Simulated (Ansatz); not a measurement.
Write the native input for Ansatz 0.2.0 that does the following.

| Quantity | Value |
| --- | --- |
| Task | band structure |
| Functional | LDA |
| Potentials or basis | Ansatz PAW |
| Cutoff | 420 eV (not typed: the program's choice for these potentials) |
| k mesh | 10 × 10 × 3 |
| Occupations | fermi-dirac, width 0.05 eV |
| Spin | collinear spin, ferromagnetic start |
| Starting moments | [1.0, 1.0, 0.0, 0.0, 0.0, 0.0] μB |
| Path | [["G", "M", "K", "G", "A", "L", "H", "A"], ["L", "M"], ["K", "H"]] |
| Points for each segment of the path | 14 |

Crystal: NiO2.

```
Ni O
1.0
     2.91215    0.00000    0.00000
    -1.45608    2.52200    0.00000
     0.00000    0.00000   10.55527
Ni O
2 4
Direct
  0.00000 0.00000 0.50000
  0.00000 0.00000 0.00000
  0.33333 0.66667 0.58908
  0.33333 0.66667 0.91092
  0.66667 0.33333 0.41092
  0.66667 0.33333 0.08908
```

The cell comes from a database or a generator and needn't be the stable form of this composition.

The input as run:

input.yaml

```yaml
crystal:
  lattice:
    - [2.9121517351, 0.0, 0.0]
    - [-1.4560758676, 2.5219973823, 0.0]
    - [0.0, 0.0, 10.55527]
  atoms:
    - { symbol: Ni, position: [0.0, 0.0, 0.5], spin: 1.0 }
    - { symbol: Ni, position: [0.0, 0.0, 0.0], spin: 1.0 }
    - { symbol: O, position: [0.3333333333, 0.6666666667, 0.589079] }
    - { symbol: O, position: [0.3333333333, 0.6666666667, 0.910921] }
    - { symbol: O, position: [0.6666666667, 0.3333333333, 0.410921] }
    - { symbol: O, position: [0.6666666667, 0.3333333333, 0.089079] }
hamiltonian:
  xc: lda
  pseudopotentials: { kind: paw }
magnetization:
  spin_polarized: true
kpoints:
  mp_grid: { grid: [10, 10, 3] }
  band_path:
    path:
      - [[0.0, 0.0, 0.0], [0.5, 0.0, 0.0], [0.3333333333, 0.3333333333, 0.0], [0.0, 0.0, 0.0], [0.0, 0.0, 0.5], [0.5, 0.0, 0.5], [0.3333333333, 0.3333333333, 0.5], [0.0, 0.0, 0.5]]
      - [[0.5, 0.0, 0.5], [0.5, 0.0, 0.0]]
      - [[0.3333333333, 0.3333333333, 0.0], [0.3333333333, 0.3333333333, 0.5]]
    npoints: 14
scf:
  occupations: { method: fermi_dirac, width: 0.05 }
  n_extra_bands: 15
output:
  forces: true
  stress: true
  eigenvalues: true
  fatbands: true
```

Potentials or basis: Ansatz PAW.

Launch:

```console
$ ansatz run input.yaml --threads 2 --pin off --max-ram 5632MiB --backend cpu --events-out ev --progress --plain --runs-dir out
```

Results of the run:

```
Pressure                : -20.1 GPa
Largest force           : 1.437 eV/Å
Band gap on the k mesh  : 0.84 eV, indirect (least direct gap 1.14 eV)
Band gap along the path : 0.83 eV, indirect (least direct gap 1.07 eV)
Net moment              : 0.00 μB per cell
Absolute moment         : 0.00 μB per cell
```

Caveat: the pressure holds a Pulay correction of +1.0 GPa for the finite cutoff; the PAW data sets come from PBE, with cores solved anew for the run's functional, which leaves a small shift of forces and pressure; forces of over 1 eV/Å show positions far from the minimum, so gaps and moduli don't describe the material at rest; the starting moments weren't kept.

It took 25 s on 2 threads of Intel(R) Xeon(R) Platinum 8259CL CPU @ 2.50GHz (Skylake/Cascade Lake) (shared host), peak memory 0.66 GiB.
